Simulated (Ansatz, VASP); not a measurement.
# BN: VASP beside Ansatz

```
CELL_PARAMETERS angstrom
2.58530 0.00000 0.00000
-1.29265 2.23893 0.00000
0.00000 0.00000 6.58965
ATOMIC_POSITIONS crystal
B 0.00000 0.00000 0.50000
B 0.33333 0.66667 0.00000
N 0.00000 0.00000 0.00000
N 0.66667 0.33333 0.50000
```

Change from the starting cell: strain +0.030 along x and y, -0.015 along z, atoms carried along.

Alike in both runs: task single point; functional PBEsol; k mesh 12 × 12 × 4; occupations gaussian, width 0.05 eV; no spin polarisation.

|  | VASP | Ansatz |
| --- | --- | --- |
| version | VASP 6.6.1 | Ansatz 0.2.0 |
| potentials or method | VASP PAW PBE potentials, release 64 (B, N) | scalar-relativistic, plane waves, PAW |
| plane-wave cutoff (eV) | 520 | 420 |
| valence electrons in the cell | 16 | 16 |

Ansatz gave:

```
gap on the k mesh at the Fermi level (eV)       : 4.09
least direct gap on the mesh (eV)               : 4.15
pressure (GPa)                                  : -19.9
largest component of the traceless stress (GPa) : 20.70
```

Q: Which values does VASP return?

A: gap on the k mesh at the Fermi level (eV): 4.08; least direct gap on the mesh (eV): 4.14; pressure (GPa): -19.6; largest component of the traceless stress (GPa): 20.35.

Caveats: so large a pressure means that the cell lies far from this level's equilibrium, or that cutoff or potentials fall short (VASP); the potentials were made for another functional, which shifts forces and pressure (VASP); this functional lacks dispersion, which binds the layers, so the pressure and a relaxed spacing across them are unreliable. A k mesh can miss the band edges.
